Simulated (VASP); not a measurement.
Write the native input for VASP 6.6.1 that does the following.

```yaml
Task: relaxation of cell and atoms
Functional: PBE
Potentials_or_basis: VASP PAW PBE potentials, release 64 (In_d, P)
Cutoff: 600 eV
k_mesh: 8 × 8 × 8
Occupations: gaussian, width 0.03 eV
Spin: no spin polarisation
Further_INCAR_settings: ALGO = Normal; EDIFF = 1e-07; IBRION = 2; EDIFFG = -0.005; NSW = 90; ISIF = 3
```

The structure of InP lies in POSCAR:

```
InP                                     
1.0
    0.0000000000      2.9791538216      2.9791538216
    2.9791538216      0.0000000000      2.9791538216
    2.9791538216      2.9791538216      0.0000000000
  In              P             
     1     1
Direct
     0.0000000000000000    0.0000000000000000    0.0000000000000000
     0.2500000000000000    0.2500000000000000    0.2500000000000000
```

These files were run (other wordings do the same):

INCAR

```
ALGO = Normal ; EDIFF = 1E-7
EDIFFG = -0.005 ; ENCUT = 600
GGA = PE ; IBRION = 2
ISIF = 3 ; ISMEAR = 0
LASPH = True ; LCHARG = False
LREAL = False ; LWAVE = False
NELM = 80 ; NSW = 90
PREC = Accurate ; SIGMA = 0.03
```

KPOINTS

```
k-points
0
Gamma
  8 8 8
```

Potentials or basis: VASP PAW PBE potentials, release 64 (In_d, P).

Command:

```sh
$ cat potpaw_PBE.64/In_d/POTCAR potpaw_PBE.64/P/POTCAR > POTCAR
$ mpirun -np 1 vasp_std > vasp.out
```

It gave:

| Item | Value |
| --- | --- |
| Pressure after relaxing | 0.0 GPa |
| Band gap on the k mesh | 0.44 eV, direct |

Caveat: the relaxation stopped at its first step, so nothing moved; spin-orbit coupling is left out, which moves the levels of the heavy elements.

Run time: 13 s on 1 thread of Intel(R) Xeon(R) 6975P-C (Granite Rapids), on a shared host, peak memory 0.21 GiB.
